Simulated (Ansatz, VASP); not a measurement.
# GaAs in VASP and in Ansatz

Contents of INCAR:

```
SYSTEM = GaAs
ALGO     = Normal         ! electronic algorithm
EDIFF    = 1E-7           ! SCF threshold, eV
ENCUT    = 520            ! plane-wave cutoff, eV
GGA      = PE             ! functional
GGA_COMPAT= .FALSE.      
ISIF     = 2              ! what is computed and relaxed
ISMEAR   = -1             ! smearing method
LASPH    = .TRUE.         ! aspherical terms in the spheres
LCHARG   = .FALSE.        ! write CHGCAR
LNONCOLLINEAR= .TRUE.         ! non-collinear magnetism
LORBIT   = 11             ! projections on sites
LREAL    = .FALSE.        ! projectors in reciprocal space
LSORBIT  = .TRUE.         ! spin-orbit coupling
LWAVE    = .FALSE.        ! write WAVECAR
MAGMOM   = 0 0 0 0 0 0    ! initial moments
NBANDS   = 30             ! bands
NELM     = 80             ! most SCF steps
PREC     = Accurate       ! precision mode
SIGMA    = 0.05           ! smearing width, eV
```

The input KPOINTS:

```
k-points
0
G
  6 6 6
  0 0 0
```

File POSCAR:

```
GaAs
1.0
    0.0000000000      2.8268500000      2.8268500000
    2.8268500000      0.0000000000      2.8268500000
    2.8268500000      2.8268500000      0.0000000000
As Ga
1 1
Direct
    0.7500000000      0.7500000000      0.7500000000
    0.0000000000      0.0000000000      0.0000000000
```

Contents of KPOINTS_OPT:

```
path GXWKGLUWLK,UX
15
line-mode
reciprocal
 0.0000000000  0.0000000000  0.0000000000  G
 0.5000000000  0.0000000000  0.5000000000  X

 0.5000000000  0.0000000000  0.5000000000  X
 0.5000000000  0.2500000000  0.7500000000  W

 0.5000000000  0.2500000000  0.7500000000  W
 0.3750000000  0.3750000000  0.7500000000  K

 0.3750000000  0.3750000000  0.7500000000  K
 0.0000000000  0.0000000000  0.0000000000  G

 0.0000000000  0.0000000000  0.0000000000  G
 0.5000000000  0.5000000000  0.5000000000  L

 0.5000000000  0.5000000000  0.5000000000  L
 0.6250000000  0.2500000000  0.6250000000  U

 0.6250000000  0.2500000000  0.6250000000  U
 0.5000000000  0.2500000000  0.7500000000  W

 0.5000000000  0.2500000000  0.7500000000  W
 0.5000000000  0.5000000000  0.5000000000  L

 0.5000000000  0.5000000000  0.5000000000  L
 0.3750000000  0.3750000000  0.7500000000  K

 0.6250000000  0.2500000000  0.6250000000  U
 0.5000000000  0.0000000000  0.5000000000  X
```

input.yaml

```yaml
crystal:
  lattice:
    - [0.0, 2.82685, 2.82685]
    - [2.82685, 0.0, 2.82685]
    - [2.82685, 2.82685, 0.0]
  atoms:
    - { symbol: As, position: [0.75, 0.75, 0.75] }
    - { symbol: Ga, position: [0.0, 0.0, 0.0] }
hamiltonian:
  xc: pbe
  pseudopotentials: { kind: paw_fr }
magnetization:
  noncollinear: true
  spin_orbit: true
kpoints:
  mp_grid: { grid: [6, 6, 6] }
  band_path:
    path:
      - [[0.0, 0.0, 0.0], [0.5, 0.0, 0.5], [0.5, 0.25, 0.75], [0.375, 0.375, 0.75], [0.0, 0.0, 0.0], [0.5, 0.5, 0.5], [0.625, 0.25, 0.625], [0.5, 0.25, 0.75], [0.5, 0.5, 0.5], [0.375, 0.375, 0.75]]
      - [[0.625, 0.25, 0.625], [0.5, 0.0, 0.5]]
    npoints: 14
scf:
  occupations: { method: fermi_dirac, width: 0.05 }
  n_extra_bands: 6
output:
  forces: true
  stress: true
  eigenvalues: true
  fatbands: false
```

Alike in both runs: task band structure; functional PBE; k mesh 6 × 6 × 6; occupations fermi-dirac, width 0.05 eV; spin-orbit coupling, no magnetisation.

|  | VASP | Ansatz |
| --- | --- | --- |
| version | VASP 6.6.1 | Ansatz 0.2.0 |
| potentials or method | VASP PAW PBE potentials, release 64 (As, Ga_d) | Ansatz PAW |
| plane-wave cutoff (eV) | 520 | 420 |
| valence electrons in the cell | 18 | 28 |

Ansatz gave:

```
gap on the k mesh at the Fermi level (eV) : 0.41
least direct gap on the mesh (eV)         : 0.41
gap along the band path (eV)              : 0.41
pressure (GPa)                            : 3.3
```

Question: Estimate VASP's values.

Answer: gap on the k mesh at the Fermi level (eV): 0.41; least direct gap on the mesh (eV): 0.41; gap along the band path (eV): 0.41; pressure (GPa): 3.4.

The two sets of potentials don't hold the same shells in valence.
